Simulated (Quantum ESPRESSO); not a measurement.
Crystal: Sc.

```
Sc
1.0
     3.30900    0.00000    0.00000
    -1.65450    2.86568    0.00000
     0.00000    0.00000    5.27330
Sc
2
Direct
  0.66667 0.33333 0.75000
  0.33333 0.66667 0.25000
```

```yaml
Program: Quantum ESPRESSO 7.5
Task: single point
Functional: PBEsol
Potentials_or_basis: GBRV 1.5 PBEsol
Cutoff: 612 eV
Density_cutoff: 4898 eV
k_mesh: 9 × 9 × 5
Occupations: fermi-dirac, width 0.05 eV
Spin: no spin polarisation
```

On this cell: pressure -2.9 GPa; largest force under 0.003 eV/Å; band gap on the k mesh none (metal or under the smearing width).

The same run follows on a disturbed copy (atoms moved at random, drawn with an rms of 0.05 Å):

```
Sc
1.0
     3.30900    0.00000    0.00000
    -1.65450    2.86568    0.00000
     0.00000    0.00000    5.27330
Sc
2
Direct
  0.66919 0.32393 0.74631
  0.33512 0.66578 0.24690
```

**Question.** What does the disturbed cell give?

**Answer.** The energy (extrapolated to zero smearing) moves by +0.2 meV/atom; pressure -2.9 GPa; largest force 0.038 eV/Å; band gap on the k mesh none (metal or under the smearing width).

Forces in eV/Å, atoms in the order of the input:
```
Sc  -0.020  0.030  0.010
Sc   0.020 -0.030 -0.010
```

Stress tensor (GPa, compression positive):
```
-2.46  0.07  0.00
 0.07 -2.26  0.00
 0.00  0.00 -3.91
```
